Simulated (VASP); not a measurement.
# CdS (Fm-3m) in VASP: a series of runs, part 3 of 3

VASP 6.6.1. The steps go on from the part before.

### Step 4. Single point, PBEsol, spin-orbit coupling, no magnetisation

INCAR

```
  ALGO = Normal
  EDIFF = 1E-7
  ENCUT = 600
  GGA = PS
  GGA_COMPAT = False
  ISIF = 2
  ISMEAR = 0
  LASPH = True
  LCHARG = False
  LORBIT = 11
  LREAL = False
  LSORBIT = True
  LWAVE = False
  MAGMOM = 0 0 0 0 0 0
  NBANDS = 34
  NELM = 100
  PREC = Accurate
  SIGMA = 0.02
```

KPOINTS

```
k-points
0
Gamma
  7 7 7
```

POSCAR

```
CdS
1.0
    0.0000000000      2.7532440000      2.7532440000
    2.7532440000      0.0000000000      2.7532440000
    2.7532440000      2.7532440000      0.0000000000
Cd S
1 1
Direct
    0.0000000000      0.0000000000      0.0000000000
    0.5000000000      0.5000000000      0.5000000000
```

Potentials or basis: VASP PAW PBE potentials, release 64 (Cd, S).

Started as:

```bash
> cat potpaw_PBE.64/Cd/POTCAR potpaw_PBE.64/S/POTCAR > POTCAR
> mpirun -np 1 vasp_ncl > vasp.out
```

OUTCAR:

```text
EDIFF = 1E-7
   ENCUT = 600
   GGA = PS
   ISIF = 2
   ISMEAR = 0
   LASPH = True
   LORBIT = 11
   LREAL = False
   LSORBIT = True
   NELM = 100
   PREC = Accurate

 Found     20 irreducible k-points:

 Following reciprocal coordinates:
            Coordinates               Weight
  0.000000  0.000000  0.000000      1.000000
  0.142857  0.000000  0.000000      8.000000
  0.285714  0.000000  0.000000      8.000000
  0.428571  0.000000  0.000000      8.000000
  0.142857  0.142857  0.000000      6.000000
  0.285714  0.142857  0.000000     24.000000
   k-points           NKPTS =     20   k-points in BZ     NKDIM =     20   number of bands    NBANDS=     34
   number of dos      NEDOS =    301   number of ions     NIONS =      2
   total plane-waves  NPLWV =  32768
   dimension x,y,z NGX =    32 NGY =   32 NGZ =   32
   dimension x,y,z NGXF=    64 NGYF=   64 NGZF=   64
   ions per type =               1   1
   NGX,Y,Z   is equivalent  to a cutoff of  13.66, 13.66, 13.66 a.u.
   NGXF,Y,Z  is equivalent  to a cutoff of  27.33, 27.33, 27.33 a.u.
 SYSTEM =  unknown system
   PREC   = accura    normal or accurate (medium, high low for compatibility)
   ISTART =      0    job   : 0-new  1-cont  2-samecut
   ICHARG =      2    charge: 1-file 2-atom 10-const
   ISPIN  =      1    spin polarized calculation?
   LNONCOLLINEAR =      T non collinear calculations
   LSORBIT =      T    spin-orbit coupling
   LASPH  =      T    aspherical Exc in radial PAW
   ENCUT  =  600.0 eV  44.10 Ry    6.64 a.u.   7.78  7.78  7.78*2*pi/ulx,y,z
   NELM   =    100;   NELMIN=  2; NELMDL= -5     # of ELM steps
   EDIFF  = 0.1E-06   stopping-criterion for ELM
   LREAL  =      F    real-space projection
   EDIFFG = 0.1E-05   stopping-criterion for IOM
   NSW    =      0    number of steps for IOM
   IBRION =     -1    ionic relax: 0-MD 1-quasi-New 2-CG
   NFREE  =      0    steps in history (QN), initial steepest desc. (CG)
   ISIF   =      2    stress and relaxation
   ISYM   =      2    0-nonsym 1-usesym 2-fastsym
   POTIM  = 0.5000    time-step for ionic-motion
   TEBEG  =    0.0;   TEEND  =   0.0 temperature during run
   PSTRESS=    0.0 pullay stress
   NELECT =      18.0000    total number of electrons
   NUPDOWN=      -1.0000    fix difference up-down
[... 271 lines left out ...]
 -----------------------------------------------------------------------------------
    total drift:                                0.000000     -0.000000     -0.000000

  FREE ENERGIE OF THE ION-ELECTRON SYSTEM (eV)
  ---------------------------------------------------
  free  energy   TOTEN  =        -6.6443452215 eV

  energy  without entropy=       -6.6443452215  energy(sigma->0) =       -6.64434522

 Spin-Orbit-Coupling matrix elements

 Ion:    1  E_soc:     -0.0527718
 l=   1
     0.0000000    -0.0019273    -0.0019273
    -0.0019273     0.0000000    -0.0019273
    -0.0019273    -0.0019273     0.0000000
 l=   2
     0.0000000    -0.0013906     0.0000000    -0.0013906    -0.0054774
    -0.0013906     0.0000000    -0.0041081    -0.0013906    -0.0013694
     0.0000000    -0.0041081     0.0000000    -0.0041081     0.0000000
    -0.0013906    -0.0013906    -0.0041081     0.0000000    -0.0013694
    -0.0054774    -0.0013694     0.0000000    -0.0013694     0.0000000
 l=   3
     0.0000000     0.0000000     0.0000000     0.0000000     0.0000000     0.0000000     0.0000000
     0.0000000     0.0000000     0.0000000     0.0000000     0.0000000     0.0000000     0.0000000
     0.0000000     0.0000000     0.0000000     0.0000000     0.0000000     0.0000000     0.0000000
     0.0000000     0.0000000     0.0000000     0.0000000     0.0000000     0.0000000     0.0000000
     0.0000000     0.0000000     0.0000000     0.0000000     0.0000000     0.0000000     0.0000000
     0.0000000     0.0000000     0.0000000     0.0000000     0.0000000     0.0000000     0.0000000
     0.0000000     0.0000000     0.0000000     0.0000000     0.0000000     0.0000000     0.0000000

 Ion:    2  E_soc:     -0.0020932
 l=   1
     0.0000000    -0.0003489    -0.0003489
    -0.0003489     0.0000000    -0.0003489
    -0.0003489    -0.0003489     0.0000000
 l=   2
     0.0000000     0.0000000     0.0000000     0.0000000     0.0000000
     0.0000000     0.0000000     0.0000000     0.0000000     0.0000000
     0.0000000     0.0000000     0.0000000     0.0000000     0.0000000
     0.0000000     0.0000000     0.0000000     0.0000000     0.0000000
     0.0000000     0.0000000     0.0000000     0.0000000     0.0000000
 l=   3
     0.0000000     0.0000000     0.0000000     0.0000000     0.0000000     0.0000000     0.0000000
     0.0000000     0.0000000     0.0000000     0.0000000     0.0000000     0.0000000     0.0000000
     0.0000000     0.0000000     0.0000000     0.0000000     0.0000000     0.0000000     0.0000000
     0.0000000     0.0000000     0.0000000     0.0000000     0.0000000     0.0000000     0.0000000
     0.0000000     0.0000000     0.0000000     0.0000000     0.0000000     0.0000000     0.0000000
     0.0000000     0.0000000     0.0000000     0.0000000     0.0000000     0.0000000     0.0000000
     0.0000000     0.0000000     0.0000000     0.0000000     0.0000000     0.0000000     0.0000000

 total charge

# of ion       s       p       d       tot
------------------------------------------
    1        0.377   0.243   9.579  10.199
    2        1.335   2.333   0.000   3.668
--------------------------------------------------
tot          1.712   2.576   9.579  13.867

 magnetization (x)

# of ion       s       p       d       tot
------------------------------------------
    1        0.000   0.000   0.000   0.000
    2        0.000   0.000   0.000   0.000
--------------------------------------------------
tot          0.000   0.000   0.000   0.000

 magnetization (y)

# of ion       s       p       d       tot
------------------------------------------
    1        0.000   0.000   0.000   0.000
    2        0.000   0.000   0.000   0.000
--------------------------------------------------
tot          0.000   0.000   0.000   0.000

 magnetization (z)

# of ion       s       p       d       tot
------------------------------------------
    1        0.000   0.000   0.000   0.000
    2       -0.000   0.000   0.000  -0.000
--------------------------------------------------
tot         -0.000   0.000   0.000   0.000
```

stdout:

```text
POSCAR found type information on POSCAR CdS
 POSCAR found :  2 types and       2 ions
 scaLAPACK will be used
 -----------------------------------------------------------------------------
|                                                                             |
|                                                                             |
|     You enforced a specific xc type in the INCAR file but a different       |
|     I HOPE YOU KNOW WHAT YOU ARE DOING!                                     |
|                                                                             |
 -----------------------------------------------------------------------------

 LDA part: xc-table for (Slater+PW92), standard interpolation
 POSCAR, INCAR and KPOINTS ok, starting setup
 FFT: planning ... GRIDC
 FFT: planning ... GRID_SOFT
 FFT: planning ... GRID
 WAVECAR not read
 entering main loop
```

It took 34 s on 1 thread of Intel Xeon 6975P-C (Granite Rapids), shared host; peak memory 0.32 GiB.

These settings aren't checked as converged: the numbers below hold their error.

Results:

* Free energy: -6.6443 eV
* Pressure: -4.0 GPa
* Valence electrons inside the program's atomic spheres: Cd 10.20; S 3.67

Caveat: the PAW data sets were made with another functional, which shifts forces and pressure a little.

### Step 5. Single point, PBEsol, spin-orbit coupling, no magnetisation

INCAR, as its differences from that of step 4:

```diff
@@ -2,3 +2,3 @@
   EDIFF = 1E-7
-  ENCUT = 600
+  ENCUT = 500
   GGA = PS
```

KPOINTS

```
k-points
0
Gamma
  9 9 9
```

POSCAR is that of step 4.

Started as:

```bash
> cat potpaw_PBE.64/Cd/POTCAR potpaw_PBE.64/S/POTCAR > POTCAR
> mpirun -np 1 vasp_ncl > vasp.out
```

It took 41 s on 1 thread of Intel Xeon 6975P-C (Granite Rapids), shared host; peak memory 0.27 GiB.

The run converged, but some of its settings lie outside the range that counts as converged, so its numbers aren't taken as properties of the crystal.

Results:

```
Free energy                                           : -6.6465 eV
Pressure                                              : -4.0 GPa
Valence electrons inside the program's atomic spheres : Cd 10.20; S 3.67
```

Caveat: the PAW data sets were made with another functional, which shifts forces and pressure a little.

### Step 6. For comparison

An earlier run on the cell as given: functional PBE; potentials or basis VASP PAW PBE potentials, release 64 (Cd, S); cutoff 520 eV; k mesh 8 × 8 × 8; occupations fermi-dirac, width 0.05 eV; no spin polarisation.

- Pressure: -0.1 GPa
- Band gap on the k mesh: 0.26 eV, indirect (least direct gap 1.53 eV)
